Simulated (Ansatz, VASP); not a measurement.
## Si2Mo: VASP beside Ansatz

```
CELL_PARAMETERS angstrom
-1.60000 1.60000 3.93050
1.60000 -1.60000 3.93050
1.60000 1.60000 -3.93050
ATOMIC_POSITIONS crystal
Mo 0.00000 0.00000 0.00000
Si 0.66700 0.66700 0.00000
Si 0.33300 0.33300 0.00000
```

Alike in both runs: task relaxation of cell and atoms; functional revPBE; k mesh 12 × 12 × 12; occupations fermi-dirac, width 0.05 eV; no spin polarisation.

```csv
,VASP,Ansatz
version,VASP 6.6.1,Ansatz 0.2.0
potentials or method,"VASP PAW PBE potentials, release 64 (Mo_sv, Si)",Ansatz PAW
plane-wave cutoff (eV),600,420
valence electrons in the cell,22,22
```

```tsv
	VASP	Ansatz	Ansatz less VASP
gap on the k mesh at the Fermi level, each at its own relaxed structure (eV)	none	none	-
relaxed volume (Å³/atom)	13.70	13.71	+0.010
relaxed cell length with the largest relative difference (Å)	4.559	4.560	+0.0009
energy change over the relaxation (meV/atom)	-5	-5	-0.3
```

A gap of «none» marks a metal or a gap that the smearing closes.

Caveats: the PAW data sets were made with another functional, which shifts forces and pressure a little (VASP); the plane-wave basis is chosen anew once the cell has moved, so the energies of steps on either side of that aren't comparable (Ansatz); the PAW data sets come from PBE, with cores solved anew for the run's functional, which leaves a small shift of forces and pressure (Ansatz). Zero-point motion and thermal expansion aren't in these numbers. revPBE gives volumes clearly too large for solids.
